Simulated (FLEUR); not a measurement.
## Ge: equation of state with SCAN

**Measured values to compare with.**

From “Sub-monolayer structures of Ag overlayers on Ge(111): experimental observations and first-principles study”, 2019, arxiv:1908.00180, for a bulk crystal of Ge: bulk modulus 75.8 GPa.

Ge:

```
Ge
1.0
     0.00000    2.82891    2.82891
     2.82891    0.00000    2.82891
     2.82891    2.82891    0.00000
Ge
2
Direct
  0.75000 0.75000 0.75000
  0.50000 0.50000 0.50000
```

```json
{
 "Program": "FLEUR MaX-R8.1 (later development tree)",
 "Task": "equation of state",
 "Functional": "SCAN",
 "Potentials or basis": "all-electron",
 "Basis": "FLAPW",
 "Kmax": "4.71 1/bohr",
 "k mesh": "8 × 8 × 8",
 "Occupations": "fermi-dirac, width 0.05 eV",
 "Spin": "no spin polarisation",
 "Gmax": "14.6 1/bohr",
 "Muffin-tin radii": "Ge 2.08 bohr",
 "lmax": "Ge 9",
 "lnonsphr": "Ge 9",
 "Local orbitals a species": "Ge 6"
}
```

```yaml
Equilibrium_volume: 22.78 Å³/atom
Bulk_modulus: 70 GPa
```

Energy against volume, from the lowest point:
| volume (Å³/atom) | energy (meV/atom) |
| --- | --- |
| 21.281 | 24.50 |
| 21.733 | 11.33 |
| 22.639 | 0.00 |
| 23.545 | 4.98 |
| 23.997 | 12.61 |

Against the measured bulk modulus of Ge, 75.8 GPa (quoted in “Sub-monolayer structures of Ag overlayers on Ge(111): experimental observations and first-principles study”, 2019, arxiv:1908.00180), the calculated 70 GPa is off by -7.4 %. The fit is for a static lattice scaled at fixed shape and fixed fractional positions. The cell as given is a measured one (22.64 Å³/atom); SCAN puts the equilibrium volume +0.6 % from it, thermal expansion not counted.

Caveat: the meta-GGA is that of a development version, with a GGA for the radial functions and cores and without core tails.
